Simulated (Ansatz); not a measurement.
Random displacements in Si

These are results of DFT LDA, scalar-relativistic, plane waves, PAW in Ansatz 0.2.0, not measurements. The runs took a 420 eV cutoff, a Γ-centred 12×12×6 mesh and Gaussian smearing (0.03 eV). No spin polarisation. Energies are free energies at this smearing, counted from the undisturbed cell; pressure is positive in compression.

The undisturbed cell (relaxed at this level; this form isn't the usual structure):

```yaml
crystal:
  lattice:
    - [3.80198, 0.00000, 0.00000]
    - [-1.90099, 3.29261, 0.00000]
    - [0.00000, 0.00000, 6.28912]
  atoms:
    - { symbol: Si, position: [0.33333, 0.66667, 0.06303] }
    - { symbol: Si, position: [0.66667, 0.33333, 0.56303] }
    - { symbol: Si, position: [0.33333, 0.66667, 0.43697] }
    - { symbol: Si, position: [0.66667, 0.33333, 0.93697] }
```

The atoms are displaced (Å, in the unstrained cell):

| atom | ux | uy | uz |
| --- | --- | --- | --- |
| Si1 | 0.459 | -0.139 | -0.312 |
| Si2 | -0.128 | 0.126 | 0.147 |
| Si3 | -0.408 | 0.150 | 0.153 |
| Si4 | 0.077 | -0.136 | 0.013 |

Strain (Voigt, engineering shear): (-0.0210, -0.0071, -0.0170, 0.0382, 0.0070, -0.0387).

(1) What are the energy change, the stress and the forces?

## Answers

(1) ΔE = 794.5 meV/atom; stress (xx, yy, zz, yz, xz, xy; compression positive) (20.43, 16.25, 7.81, -2.43, -9.41, -3.92) GPa.
```tsv
atom	Fx (eV/Å)	Fy	Fz
Si1	-7.33	3.31	3.57
Si2	-4.72	-1.70	-0.59
Si3	5.10	1.60	-2.69
Si4	6.95	-3.21	-0.28
```

Cost: 1 run of about 0.96 core-minutes, on Arm Neoverse V1 (shared hosts).